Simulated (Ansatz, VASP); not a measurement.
TePb: VASP beside Ansatz

```
Pb Te
1.0
     0.00000    3.27352    3.27352
     3.27352    0.00000    3.27352
     3.27352    3.27352    0.00000
Pb Te
1 1
Direct
  0.00000 0.00000 0.00000
  0.50000 0.50000 0.50000
```

Alike in both runs: task single point; functional PBEsol; k mesh 7 × 7 × 7; occupations fermi-dirac, width 0.05 eV; no spin polarisation.

|  | VASP | Ansatz |
| --- | --- | --- |
| version | VASP 6.6.1 | Ansatz 0.2.0 |
| potentials or method | VASP PAW PBE potentials, release 64 (Pb_d, Te) | Ansatz PAW |
| plane-wave cutoff (eV) | 520 | 420 |
| valence electrons in the cell | 20 | 30 |

|  | VASP | Ansatz | Ansatz less VASP |
| --- | --- | --- | --- |
| gap on the k mesh at the Fermi level (eV) | 1.01 | 1.01 | -0.002 |
| least direct gap on the mesh (eV) | 1.01 | 1.01 | -0.002 |
| pressure (GPa) | -2.0 | -2.0 | +0.04 |

The two sets of potentials don't hold the same shells in valence.

Caveats: the PAW data sets were made with another functional, which shifts forces and pressure a little (VASP); the PAW data sets come from PBE, with cores solved anew for the run's functional, which leaves a small shift of forces and pressure (Ansatz). Spin-orbit coupling is left out, which matters for the levels of Pb, Te.
